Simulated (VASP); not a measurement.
Runs of VASP 6.6.1 on ZnSe (Stilleite). It takes space group F-43m (No. 216, cubic). The conventional cell has a = 5.668 Å, b = 5.668 Å, c = 5.668 Å, α = 90.00°, β = 90.00°, γ = 90.00°. Se (site symmetry -43m) has 4 Zn at 2.45 Å as nearest neighbours. Zn (site symmetry -43m) has 4 Se at 2.45 Å as nearest neighbours. 

```csv
task,level,potentials or basis,spin,cell,k mesh,cutoff (eV),gap on the mesh (eV),pressure (GPa),relaxed volume (Å³/atom)
band structure,PBEsol,"VASP PAW PBE potentials, release 64 (Se, Zn)",off,as given,8 × 8 × 8,520,(b),-,-
band structure,LDA,"VASP PAW LDA potentials, release 64 (Se, Zn)",off,as given,8 × 8 × 8,520,(a),-,-
relaxation of cell and atoms,LDA,"VASP PAW LDA potentials, release 64 (Se, Zn)",off,relaxed,8 × 8 × 8,600,1.28,0.0,21.64
relaxation of cell and atoms,PBEsol,"VASP PAW PBE potentials, release 64 (Se, Zn)",off,relaxed,8 × 8 × 8,600,1.23,0.0,22.44
```

Alike in all rows: smearing fermi-dirac 0.05 eV.

Estimate the missing entries.

(a) 1.07; (b) 1.17.

Caveats: the PAW data sets were made with another functional, which shifts forces and pressure a little (some runs).

A k mesh can miss the band edges, and the runs leave out spin-orbit coupling on Se.

Runs at the PBE level aren't shown here.
